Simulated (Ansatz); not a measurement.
# SiNi2 under compression: one row to predict

It was relaxed at this level from a cell as deposited in COD.

Level of theory: DFT PBE, scalar-relativistic, plane waves, PAW (Ansatz). Cutoff 420 eV, Γ-centred 12×12×8 mesh (6-atom cell), Gaussian smearing of 0.10 eV, no spin polarisation.

Space group P6_3/mmc (No. 194). a = 3.912 Å, b = 3.912 Å, c = 4.991 Å, α = 90.00°, β = 90.00°, γ = 120.00°
| atom | site | symmetry | x | y | z |
| --- | --- | --- | --- | --- | --- |
| Si | 2d | -6m2 | 0.3333 | 0.6667 | 0.7500 |
| Ni | 2a | -3m. | 0.0000 | 0.0000 | 0.0000 |
| Ni | 2c | -6m2 | 0.3333 | 0.6667 | 0.2500 |

The cell was set to several volumes, with shape and atoms relaxed at each where symmetry leaves them free. Pressure is positive in compression, and energies count from the lowest row. No row has a gap on its mesh.

```csv
row,V (Å³/atom),P (GPa),ΔE (meV/atom)
1,9.702,34.76,126.9
2,10.033,23.71,67.0
3,10.364,?,?
4,10.694,6.59,6.5
5,11.025,0.00,0.0
6,11.356,-5.54,6.0
7,11.687,-10.19,22.4
8,12.128,-15.23,57.8
```

Question: Find B = −V·ΔP/ΔV from rows 4 and 6 and from rows 1 and 2, and from the two its slope B′ and its value B0 at zero pressure.

Answer: Rows 4 and 6 give −(10.694 + 11.356)/2 × (-5.54 − (6.59))/(11.356 − 10.694) = 202.0 GPa at a mean pressure of 0.52 GPa. Rows 1 and 2 give −(9.702 + 10.033)/2 × (23.71 − (34.76))/(10.033 − 9.702) = 329.4 GPa at a mean pressure of 29.23 GPa. So B′ = (329.4 − 202.0)/(29.23 − (0.52)) = 4.44 and B0 = 202.0 − 4.44 × (0.52) = 199.7 GPa. A third-order Birch–Murnaghan fit to all the energies gives B0 = 201.0 GPa and B′ = 4.7.

Question: Estimate the pressure and energy of row 3.

Answer: From row 5, V0 = 11.025 × (1 + (0.00)/199.7) = 11.025 Å³/atom. Murnaghan's form P = (B0/B′)·[(V0/V)^B′ − 1] gives (199.7/4.44) × [(11.025/10.364)^4.44 − 1] = 14.21 GPa; the computed pressure is 14.41 GPa, so the estimate is off by -0.20 GPa. The work of compression from row 4, with the mean of the two pressures, gives ΔE = 6.5 + (14.21 + 6.59)/2 × (10.694 − 10.364)/160.2 × 1000 = 27.9 meV/atom (1 eV/Å³ = 160.2 GPa); the computed value is 27.9 meV/atom.

Trial moments died out on the coarse mesh, so the last step has no spin; another magnetic start might hold. All volumes keep the k mesh of the relaxed cell. A later test with randomly moved atoms came back to the same energy, though modes that don't fit the test's cell weren't probed.

Hexagonal SiNi2 stiffens steadily under compression: each equal reduction in volume costs more pressure than the last, while under tension the resistance weakens. The likely origin is the rapid growth of Pauli repulsion and electronic kinetic energy as the Ni 3d shells and the Si valence states are squeezed together, outpacing the gain from Ni–Si hybridisation and metallic cohesion.

The estimate for row 3 falls slightly low in pressure because B′ itself normally decreases with compression. A single slope drawn up to the densest rows therefore understates the initial stiffening, in line with the larger B′ of the energy fit. The exact match in energy is partly a cancellation: the mean of two end pressures overestimates the work along a convex curve, which offsets the low pressure. Since the orthorhombic Co2Si-type form is the known low-temperature phase of this compound, the curve describes the compressibility of the hexagonal form, not its stability against that competitor.
